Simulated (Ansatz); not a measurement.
Crystal: I.

```
I
1.0
     0.00000    2.36560    3.90984
     2.19225    0.00000    3.90984
     2.19225    2.36560    0.00000
I
1
Direct
  0.00000 0.00000 0.00000
```

Base run:

| Quantity | Value |
| --- | --- |
| Program | Ansatz 0.2.0 |
| Functional | PBEsol |
| Potentials or basis | Ansatz PAW |
| Cutoff | 420 eV (not typed: the program's choice for these potentials) |
| k mesh | 9 × 9 × 9 |
| Occupations | fermi-dirac, width 0.05 eV |
| Spin | no spin polarisation |

Its results: band gap on the k mesh none (metal or under the smearing width); pressure -1.4 GPa.

Q: The run is repeated on the same cell with these changes: functional from PBEsol to m-r2SCAN; cutoff from 420 eV (not typed: the program's choice for these potentials) to 500 eV (not typed: the program's choice for these potentials). What comes out?

A: Band gap on the k mesh none (metal or under the smearing width); pressure 0.0 GPa.

Caveats: an odd number of electrons without spin polarisation forces a metal; a magnetic or distorted state may lie lower; the PAW data sets come from PBE, with cores solved anew for the run's functional, which leaves a small shift of forces and pressure; spin-orbit coupling is left out, which moves the levels of the heavy elements (some runs).
